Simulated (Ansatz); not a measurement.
SiO2: ¹⁷O nuclear quadrupole resonance

Cell: an entry of the Crystallography Open Database (COD; perhaps a calculated or model structure) whose atoms were relaxed with PBE, the cell held.

Space group P4_12_12 (No. 92); a = 4.9329, c = 6.4645 Å.

| site | Wyckoff | site symmetry | x | y | z |
| --- | --- | --- | --- | --- | --- |
| Si | 4a | ..2 | 0.6831 | 0.6831 | 0.5000 |
| O | 8b | 1 | 0.3637 | 0.7307 | 0.4500 |

One atom of each set is listed.

Level of theory: DFT, PBE, plane waves and PAW (field gradients read without the response of the frozen cores, which leaves them typically 4 to 6 % off), scalar-relativistic, 420 eV cutoff, Γ-centred 4×4×3 k-points, Fermi–Dirac smearing 0.02 eV (Ansatz 0.2.0).

¹⁷O: I = 5/2, Q = -25.58 mb (year-2017 value). Static lattice, zero field.

(1) Predict the zero-field ¹⁷O lines of each site.

## Answers

(1) For I = 5/2 and η = 0 the lines are 3|C_Q|/20 and twice that; η pulls their ratio below 2.

| site | atoms | V_zz (10²¹ V/m²) | C_Q (MHz) | η | line frequencies (MHz) |
| --- | --- | --- | --- | --- | --- |
| O | 8 | 9.35 | -5.78 | 0.32 | 0.961, 1.70 |

At O V_zz runs parallel to the line that joins its two neighbours (within 2°).

The cell is 8 % smaller than that of α-cristobalite at ambient conditions, so the entry probably stands for a crystal under pressure.

The relaxation (4 steps) took 14 s of wall time (14 s of CPU time) and 0.45 GiB at its peak, on 1 thread of Intel Xeon 6975P-C (Granite Rapids) (x86_64; 24 cores open to the job, memory cap 3.0 GiB, no GPU), a shared host with a load of 0.3 a core.
